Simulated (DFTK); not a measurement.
# Ga (P4/mmm) in DFTK: further runs

The runs below take Ga through single point, with PBE.

Program: DFTK 0.8.2. These are calculated values, not measurements. Logs are shortened: lines on timing, memory, paths and dates and some standing lists are left out, and cuts for length are marked.

## Step 1: The cell of the first run

The structure is tetragonal, space group P4/mmm (No. 123). The conventional cell has a = 2.608 Å, b = 2.608 Å, c = 2.716 Å, α = 90.00°, β = 90.00°, γ = 90.00°. Around Ga (site symmetry 4/mmm) lie 6 Ga at 2.61 to 2.72 Å.

The cell was built by a generator and needn't be a form met in nature.

## Step 2: Single point, PBE, 18.47 Å³/atom (strain = -0.04)

run.jl

```julia
using DFTK
using PseudoPotentialData
using Unitful, UnitfulAtomic
using LinearAlgebra, Printf
include("save.jl")
disable_threading()

# lattice vectors are the columns
lattice = austrip(1u"Å") * [     2.6078208            0.0            0.0;
                      0.0      2.6078208            0.0;
                      0.0            0.0        2.71648]
symbols   = [:Ga]
positions = [[0.0, 0.0, 0.0]]
pseudopotentials = PseudoFamily("dojo.nc.sr.pbe.v0_4_1.standard.upf")
elements = Dict(s => ElementPsp(s, pseudopotentials) for s in unique(symbols))
atoms    = [elements[s] for s in symbols]

build_model(lattice, positions; symmetries=true) =
    model_DFT(lattice, atoms, positions;
              functionals=PBE(),
              temperature=austrip(0.05u"eV"),
              smearing=Smearing.FermiDirac(),
              symmetries)
Ecut  = 40.0  # hartree
kgrid = [7, 7, 7]
tol   = 1e-6
to_GPa = ustrip(uconvert(u"GPa", 1u"hartree/bohr^3"))

model = build_model(lattice, positions)
basis = PlaneWaveBasis(model; Ecut, kgrid)
display(basis)
scfres = self_consistent_field(basis;
                               tol,
                               nbandsalg=AdaptiveBands(model; n_bands_converge=11))
display(scfres.energies)
@printf "Fermi level: %.6f eV\n" ustrip(auconvert(u"eV", something(scfres.εF, NaN)))
forces = compute_forces_cart(scfres)
println("Forces (eV/Å)")
for (s, f) in zip(symbols, forces)
    @printf "%-3s %12.6f %12.6f %12.6f\n" s ustrip.(auconvert.(u"eV/Å", f))...
end
stress = compute_stresses_cart(scfres)
println("Stress (GPa)")
display(round.(stress * to_GPa; digits=4))
println("Levels at the first k-point (eV): ", round.(ustrip.(auconvert.(u"eV", scfres.eigenvalues[1][1:scfres.n_bands_converge])); digits=4))
save_scf!(scfres; forces, stress)
```

Potentials or basis: dojo.nc.sr.pbe.v0_4_1.standard.upf (PBE).

On the command line:

```sh
> julia --threads=1 run.jl  # save.jl only writes the numbers to a file and isn't shown; printed stress counts tension as positive; times include loading and compiling
```

The program printed:

```text
PlaneWaveBasis discretization:

    Ecut                 : 40.0 Ha
    fft_size             : (32, 32, 32), 32768 total points
    kgrid                : MonkhorstPack([7, 7, 7])
    num.   red. kpoints  : 343
    num. irred. kpoints  : 40

    Discretized Model(gga_x_pbe+gga_c_pbe, 3D):
        lattice (in Bohr)    : [4.92807   , 0         , 0         ]
                               [0         , 4.92807   , 0         ]
                               [0         , 0         , 5.1334    ]
        unit cell volume     : 124.67 Bohr³

        atoms                : Ga
        pseudopot. family    : PseudoFamily("dojo.nc.sr.pbe.v0_4_1.standard.upf")

        num. electrons       : 13
        spin polarization    : none
        temperature          : 0.0018375 Ha
        smearing             : DFTK.Smearing.FermiDirac()

        terms                : Kinetic()
                               AtomicLocal()
                               AtomicNonlocal()
                               Ewald(nothing)
                               PspCorrection()
                               Hartree()
                               Xc(gga_x_pbe, gga_c_pbe)
                               Entropy()
n     Energy            log10(ΔE)   log10(Δρ)   Diag   Δtime
---   ---------------   ---------   ---------   ----   ------
  1   -76.46455055419                   -1.12    4.8    3.18s
  2   -76.46894671399       -2.36       -1.62    1.2    2.14s
  3   -76.46912643492       -3.75       -1.89    2.1    1.30s
  4   -76.46913444098       -5.10       -2.38    1.2    1.05s
  5   -76.46913870930       -5.37       -2.68    2.0    1.79s
  6   -76.46913973894       -5.99       -3.00    2.0    2.04s
  7   -76.46913996986       -6.64       -3.98    1.0    881ms
  8   -76.46913999026       -7.69       -4.06    2.7    2.36s
  9   -76.46913998651   +   -8.43       -5.16    1.5    1.07s
 10   -76.46913998661      -10.00       -5.46    2.9    2.42s
 11   -76.46913998662      -11.44       -6.13    1.2   1000ms
Energy breakdown (in Ha):
    Kinetic             62.6159315
    AtomicLocal         -54.9455003
    AtomicNonlocal      -38.1308467
    Ewald               -47.9655661
    PspCorrection       2.5750025
    Hartree             20.3159124
    Xc                  -20.9339183
    Entropy             -0.0001550

    total               -76.469139986618
Fermi level: 5.576229 eV
Forces (eV/Å)
Ga     -0.000000     0.000000    -0.000000
Stress (GPa)
3×3 StaticArraysCore.SMatrix{3, 3, Float64, 9} with indices SOneTo(3)×SOneTo(3):
 -6.2448   0.0      0.0
  0.0     -6.2448  -0.0
  0.0     -0.0      0.7145
Levels at the first k-point (eV): [-9.7733, -9.7039, -9.1167, -9.1167, -9.0929, -5.6271, 13.9204, 15.6217, 15.6217, 17.1815, 18.327]
```

Run time: 58 s. Hardware: 1 thread of Intel Xeon Platinum 8259CL at 2.50GHz (Skylake/Cascade Lake), shared host; peak memory 1.4 GiB.

Results:

```
Free energy            : -2080.8313 eV
Pressure               : 3.9 GPa
Band gap on the k mesh : none (metal or under the smearing width)
```

## Step 3: Single point, PBE, 19.25 Å³/atom (strain = -0.02)

run.jl, as its differences from that of step 2:

```diff
@@ -8,4 +8,4 @@
 # lattice vectors are the columns
-lattice = austrip(1u"Å") * [     2.6078208            0.0            0.0;
-                      0.0      2.6078208            0.0;
+lattice = austrip(1u"Å") * [     2.6621504            0.0            0.0;
+                      0.0      2.6621504            0.0;
                       0.0            0.0        2.71648]
```

Potentials or basis: dojo.nc.sr.pbe.v0_4_1.standard.upf (PBE).

On the command line:

```sh
> julia --threads=1 run.jl  # save.jl only writes the numbers to a file and isn't shown; printed stress counts tension as positive; times include loading and compiling
```

Run time: 58 s. Hardware: 1 thread of Intel Xeon Platinum 8259CL at 2.50GHz (Skylake/Cascade Lake), shared host; peak memory 1.4 GiB.

Results (log left out):

* Free energy: -2080.8519 eV
* Pressure: 1.1 GPa
* Band gap on the k mesh: none (metal or under the smearing width)
